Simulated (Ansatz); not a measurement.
I: single point with PBE

The system is I.

```
I
1.0
    -1.59560    1.59560    4.20717
     1.59560   -1.59560    4.20717
     1.59560    1.59560   -4.20717
I
1
Direct
  0.00000 0.00000 0.00000
```

The cell isn't the ideal one: volume scaled by 0.96.

* Program: Ansatz 0.2.0
* Task: single point
* Functional: PBE
* Potentials or basis: all-electron PAW datasets made for the crystal
* Cutoff: 140 eV (chosen from the basis error)
* k mesh: 11 × 11 × 11
* Occupations: fermi-dirac, width 0.025 eV
* Spin: no spin polarisation

```json
{
  "Pressure": "1.2 GPa",
  "Band gap on the k mesh": "none (metal or under the smearing width)"
}
```

Stress tensor (GPa, compression positive):
```
1.69 0.00 0.00
0.00 1.69 0.00
0.00 0.00 0.18
```

Levels at points of the mesh, in eV from the Fermi level:
| k point | band 1 | band 2 | band 3 | band 4 | band 5 | band 6 |
| --- | --- | --- | --- | --- | --- | --- |
| (0.00, 0.00, 0.00) | -14.06 | -2.52 | 0.83 | 0.83 | 4.03 | 7.32 |

Wall time 4.6 s on 1 thread of Arm Neoverse V1 (shared host), peak memory 0.32 GiB.

Caveat: an odd number of electrons without spin polarisation forces a metal; a magnetic or distorted state may lie lower. Spin-orbit coupling is left out, which matters for the levels of I.
